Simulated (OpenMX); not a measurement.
Tc:

```xyz
4
Lattice="2.7394 0.0000 0.0000 -1.3697 2.3724 0.0000 0.0000 0.0000 8.7697" Properties=species:S:1:pos:R:3 pbc="T T T"
Tc    1.3697    0.7908    6.5773
Tc    0.0000    0.0000    4.3848
Tc    0.0000    1.5816    2.1924
Tc    0.0000    0.0000    0.0000
```

Base run:

```yaml
Program: OpenMX 3.8.5
Functional: PBE
Potentials_or_basis: OpenMX 2013 PBE set, Tc7.0-s3p2d2f1, grid cutoff 400 Ry
k_mesh: 11 × 11 × 3
Occupations: fermi-dirac, width 0.05 eV
Spin: no spin polarisation
```

Its results: pressure 6.5 GPa; largest force 0.022 eV/Å.

**Question.** The run is repeated on the same cell with these changes: potentials or basis from OpenMX 2013 PBE set, Tc7.0-s3p2d2f1, grid cutoff 400 Ry to OpenMX 2013 PBE set, Tc7.0-s3p2d1, grid cutoff 400 Ry. What comes out?

**Answer.** Pressure 11.9 GPa; largest force 0.022 eV/Å.

Caveats: the basis of atomic orbitals isn't converged, which shifts pressures, moduli and gaps.

Not every run made on this cell is shown here.
